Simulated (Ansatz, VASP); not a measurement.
Two plane-wave programs on Se

```
Se
1.0
     4.41248    0.00000    0.00000
    -2.20624    3.82132    0.00000
     0.00000    0.00000    5.01458
Se
3
Cartesian
  1.7275 2.9921 2.5073
  -0.4788 0.8292 4.1788
  0.9575 0.0000 0.8358
```

Change from the starting cell: volume scaled by 1.04.

Alike in both runs: task single point; functional PBE; k mesh 7 × 7 × 6; occupations fermi-dirac, width 0.05 eV; no spin polarisation.

|  | VASP | Ansatz |
| --- | --- | --- |
| version | VASP 6.6.1 | Ansatz 0.2.0 |
| potentials or method | VASP PAW PBE potentials, release 64 (Se) | Ansatz PAW |
| plane-wave cutoff (eV) | 520 | 420 |
| valence electrons in the cell | 18 | 48 |

|  | VASP | Ansatz | Ansatz less VASP |
| --- | --- | --- | --- |
| gap on the k mesh at the Fermi level (eV) | 1.12 | 1.13 | +0.013 |
| least direct gap on the mesh (eV) | 1.34 | 1.35 | +0.014 |
| pressure (GPa) | 3.1 | 3.0 | -0.14 |
| largest component of the traceless stress (GPa) | 0.84 | 0.79 | -0.055 |
| rms of the force components (eV/Å) | 0.414 | 0.393 | -0.0209 |

Atom by atom the forces differ by 0.021 eV/Å (rms over components). The two sets of potentials don't hold the same shells in valence.

Caveats: an odd mesh through Γ misses points on the zone boundary, where band edges often lie (VASP); odd divisions of the mesh miss points on the zone boundary, where band edges often lie, so the gap on the mesh can be too wide (Ansatz).
